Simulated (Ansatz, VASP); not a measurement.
Zn: VASP beside Ansatz

```
Zn
1.0
     0.00000    1.96478    1.96478
     1.96478    0.00000    1.96478
     1.96478    1.96478    0.00000
Zn
1
Direct
  0.00000 0.00000 0.00000
```

This isn't the form of Zn at room conditions, which is hcp.

Alike in both runs: task single point; functional PBE; k mesh 8 × 8 × 8; occupations gaussian, width 0.1 eV; no spin polarisation.

|  | VASP | Ansatz |
| --- | --- | --- |
| version | VASP 6.6.1 | Ansatz 0.2.0 |
| potentials or method | VASP PAW PBE potentials, release 64 (Zn) | scalar-relativistic, plane waves, PAW |
| plane-wave cutoff (eV) | 520 | 420 |
| valence electrons in the cell | 12 | 12 |

|  | VASP | Ansatz | Ansatz less VASP |
| --- | --- | --- | --- |
| gap on the k mesh at the Fermi level (eV) | none | none | - |
| pressure (GPa) | 0.6 | 0.2 | -0.39 |

A gap of «none» marks a metal or a gap that the smearing closes.
